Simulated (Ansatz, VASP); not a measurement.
This is a calculation of BAs for Ansatz 0.2.0.

The input input.yaml:

```yaml
crystal:
  lattice:
    - [0.0, 2.3885, 2.3885]
    - [2.3885, 0.0, 2.3885]
    - [2.3885, 2.3885, 0.0]
  atoms:
    - { symbol: As, position: [0.75, 0.75, 0.75] }
    - { symbol: B, position: [0.0, 0.0, 0.0] }
kpoints:
  mp_grid: { grid: [10, 10, 10] }
scf:
  occupations: { method: gaussian, width: 0.014 }
hamiltonian:
  xc: pbe
  pseudopotentials: { kind: all_electron, lapw: { basis_error: 0.001 } }
output:
  forces: true
  stress: true
  eigenvalues: true
```

Potentials or basis: all-electron LAPW, scalar-relativistic.

Command:

```console
$ ansatz run input.yaml --threads 1 --pin off --max-ram 3072MiB --backend cpu --events-out ev --progress --plain --runs-dir out
```

Set up the same calculation for VASP 6.6.1. Potentials there: VASP PAW PBE potentials, release 64 (As, B).

As run (the cutoff follows the program's own potentials):

INCAR

```
SYSTEM = BAs
PREC = Accurate ; ENCUT = 520
EDIFF = 1E-6 ; ISMEAR = 0
SIGMA = 0.014 ; LREAL = .FALSE.
LASPH = .TRUE. ; NELM = 60
ALGO = Normal ; ISIF = 2
LWAVE = .FALSE. ; LCHARG = .FALSE.
GGA = PE ; NBANDS = 11
```

The input KPOINTS:

```
regular mesh
0
G
  10 10 10
  0 0 0
```

The input POSCAR:

```
BAs
1.0
    0.0000000000      2.3885000000      2.3885000000
    2.3885000000      0.0000000000      2.3885000000
    2.3885000000      2.3885000000      0.0000000000
As B
1 1
Direct
    0.7500000000      0.7500000000      0.7500000000
    0.0000000000      0.0000000000      0.0000000000
```

Potentials or basis: VASP PAW PBE potentials, release 64 (As, B).

The run is started by

```console
$ cat potpaw_PBE.64/As/POTCAR potpaw_PBE.64/B/POTCAR > POTCAR
$ mpirun -np 1 vasp_std > vasp.out
```

Both were run:

|  | VASP | Ansatz | Ansatz less VASP |
| --- | --- | --- | --- |
| gap on the k mesh at the Fermi level (eV) | 1.18 | 1.19 | +0.011 |
| least direct gap on the mesh (eV) | 3.28 | 3.28 | +0.008 |
| pressure (GPa) | 3.4 | 2.7 | -0.69 |

Ansatz ran all-electron here, so the differences hold the error of VASP's frozen core and of both bases.

A k mesh can miss the band edges. PBE gaps usually lie below the measured ones, often by a third to a half.
